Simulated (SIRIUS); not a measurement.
BeTe under changes of volume

One of the cells (21.679 Å³/atom); the others are scaled copies at fixed shape and fractional positions:

```
Te Be
1.0
     0.00000    2.78834    2.78834
     2.78834    0.00000    2.78834
     2.78834    2.78834    0.00000
Te Be
1 1
Cartesian
  4.1825 4.1825 4.1825
  0.0000 0.0000 0.0000
```

```yaml
Program: SIRIUS 7.10.0
Functional: PBEsol
Potentials_or_basis: PseudoDojo 0.4.1 PBEsol standard (scalar relativistic)
Cutoff: 1202 eV
Density_cutoff: 4809 eV
k_mesh: 8 × 8 × 8
Occupations: fermi-dirac, width 0.05 eV
Spin: no spin polarisation
```

```csv
volume (Å³/atom),energy over the lowest point (meV/atom),pressure (GPa),gap on the mesh (eV)
19.979,43.63,7.3,1.58
20.404,26.68,5.5,1.64
20.829,?,?,?
21.679,1.26,1.1,1.80
22.104,0.00,-0.1,1.85
22.529,1.80,-1.2,1.90
```

Question: What does the run at 20.829 Å³/atom give?

Answer: Energy over the lowest point 14.24 meV/atom; pressure 3.9 GPa; gap on the mesh 1.70 eV.

Worked out: A Birch-Murnaghan fit of order 3 (a polynomial in V^(-2/3)) to the other rows has its minimum at 22.06 Å³/atom with B0 = V·E''(V) = 60 GPa and B' = 4.0. It gives 14.24 meV/atom at 20.829 Å³/atom, against the run's 14.24, and -dE/dV = 3.9 GPa, against 3.9. A straight line through the other rows of the gap, of slope 2.65 eV per unit of ln V, gives 1.69 eV, against the run's 1.70.

Energies are extrapolated to zero smearing.

Caveats: spin-orbit coupling is left out, which moves the levels of the heavy elements.

A mesh can miss the band edges.
